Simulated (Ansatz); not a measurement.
Runs of Ansatz 0.2.0 on SrO. It takes space group Fm-3m (No. 225, cubic). The conventional cell has a = 5.133 Å, b = 5.133 Å, c = 5.133 Å, α = 90.00°, β = 90.00°, γ = 90.00°. Sr (site symmetry m-3m) has 6 O at 2.57 Å as nearest neighbours. O (site symmetry m-3m) has 6 Sr at 2.57 Å as nearest neighbours. 

```csv
task,level,cell,cutoff (eV),smearing,gap on the mesh (eV),pressure (GPa)
single point,PBE,as given,217,gaussian 0.024 eV,3.37,3.3
single point,PBE,as given,217,gaussian 0.029 eV,3.37,3.3
relaxation of cell and atoms,LDA,relaxed,-,fermi-dirac 0.05 eV,3.18,0.0
single point,PBE,as given,217,gaussian 0.023 eV,3.37,3.3
single point,PBEsol,as given,217,gaussian 0.1 eV,3.26,(a)
```

Alike in all rows: potentials or basis all-electron LAPW, scalar-relativistic; no spin polarisation; k mesh 9 × 9 × 9; basis error allowed 0.001 eV/atom.

Estimate the missing entries.

(a) -0.5.

Caveats: an odd mesh through Γ misses points on the zone boundary, where band edges often lie.

A k mesh can miss the band edges, and the runs leave out spin-orbit coupling on Sr.
